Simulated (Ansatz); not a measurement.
TiS2 (space group P-3m1) relaxed with several functionals in Ansatz (plane waves to 420 eV, scalar-relativistic PAW, no spin-orbit coupling, symmetry kept). The database cell has 19.14 Å³/atom; its temperature or method isn't stated, so the comparison with it is no error of the functional. No moments.

| functional | conventional cell | V (Å³/atom) | against the database cell (%) | gap on mesh (eV) | largest moment (μB) |
| --- | --- | --- | --- | --- | --- |
| PBE+D3(BJ) | a = 3.359 Å, b = 3.359 Å, c = 5.524 Å, α = 90.00°, β = 90.00°, γ = 120.00° | 17.99 | -6.0 | 0.00 | 0.00 |
| PBEsol | a = 3.349 Å, b = 3.349 Å, c = 5.640 Å, α = 90.00°, β = 90.00°, γ = 120.00° | 18.26 | -4.6 | 0.00 | 0.00 |
| PBE | a = 3.415 Å, b = 3.415 Å, c = 6.540 Å, α = 90.00°, β = 90.00°, γ = 120.00° | 22.02 | 15.0 | 0.00 | 0.00 |